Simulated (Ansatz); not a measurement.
# Eu (fcc type): the cost of one run

Computed with Ansatz 0.2.0 (DFT PBE, with the methods named in each step, unless a step's input says otherwise).

4 further runs of the same task are left out: 4 that didn't finish.

## 1. Starting point

Symmetry: Fm-3m, No. 225, cubic system. Conventional cell: a = 5.495 Å, b = 5.495 Å, c = 5.495 Å, α = 90.00°, β = 90.00°, γ = 90.00°. Eu (site symmetry m-3m) has 12 Eu at 3.89 Å as nearest neighbours.

As a file:

```
CELL_PARAMETERS angstrom
0.00000 2.74748 2.74748
2.74748 0.00000 2.74748
2.74748 2.74748 0.00000
ATOMIC_POSITIONS crystal
Eu 0.00000 0.00000 0.00000
```

Whether this phase is the stable one at these pressures isn't tested.

## 2. The reference volume, LAPW

Contents of input.yaml:

```yaml
crystal:
  lattice:
    - [0.0, 2.747483396, 2.747483396]
    - [2.747483396, 0.0, 2.747483396]
    - [2.747483396, 2.747483396, 0.0]
  atoms:
    - { symbol: Eu, position: [0.0, 0.0, 0.0], spin: 7.0 }
magnetization:
  spin_polarized: true
kpoints:
  mp_grid: { grid: [12, 12, 12] }
  band_path:
    path:
      - [0.0, 0.0, 0.0]
      - [0.5, 0.0, 0.5]
      - [0.625, 0.25, 0.625]
      - [0.375, 0.375, 0.75]
      - [0.0, 0.0, 0.0]
      - [0.5, 0.5, 0.5]
      - [0.5, 0.25, 0.75]
      - [0.5, 0.0, 0.5]
    npoints: 14
scf:
  occupations: { method: fermi_dirac, width: 0.08 }
hamiltonian:
  xc: pbe
  pseudopotentials: { kind: all_electron, lapw: { basis_error: 0.001 } }
output:
  forces: true
  stress: true
  eigenvalues: true
  populations: true
  dos: { projected: true, de: 0.2, e_range: [-14, 8] }
```

Run with:

```console
$ ansatz run input.yaml --threads 1 --pin off --max-ram 3072MiB --backend cpu --events-out ev --progress --plain --runs-dir out
```

**Question.** How long does this run take on 1 thread of Arm Neoverse V1, shared host, and how much memory does it need?

About 39 s, with a peak of 0.39 GiB.
